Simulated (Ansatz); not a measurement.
**Te2Mo in Ansatz: the effect of functional**

The system is Te2Mo, a slab with vacuum.

```xyz
3
Lattice="3.5121 0.0000 0.0000 -1.7561 3.0416 0.0000 0.0000 0.0000 17.2872" Properties=species:S:1:pos:R:3 pbc="T T T"
Te    0.0000    2.0277    1.7658
Te    0.0000    2.0277   15.5214
Mo    0.0000    0.0000    0.0000
```

The cell isn't the ideal one: volume scaled by 0.96.

Alike in all runs:

* Program: Ansatz 0.2.0
* Task: single point
* Potentials or basis: Ansatz PAW
* k mesh: 9 × 9 × 2
* Occupations: fermi-dirac, width 0.05 eV
* Spin: no spin polarisation

| functional | cutoff | gap on the mesh (eV) | largest force (eV/Å) |
| --- | --- | --- | --- |
| LDA | 420 eV (not typed: the program's choice for these potentials) | 1.11 | 0.17 |
| PBEsol | 420 eV (not typed: the program's choice for these potentials) | 1.11 | 0.43 |
| r2SCAN | 500 eV (not typed: the program's choice for these potentials) | ? | ? |

**Question.** What does the run with functional r2SCAN give?

**Answer.** gap on the mesh 1.20 eV; largest force 0.62 eV/Å.

Caveats: odd divisions of the mesh miss points on the zone boundary, where band edges often lie, so the gap on the mesh can be too wide; spin-orbit coupling is left out, which moves the levels of the heavy elements; the PAW data sets come from PBE, with cores solved anew for the run's functional, which leaves a small shift of forces and pressure.

A k mesh can miss the band edges.

Runs at the PBE level aren't shown here.
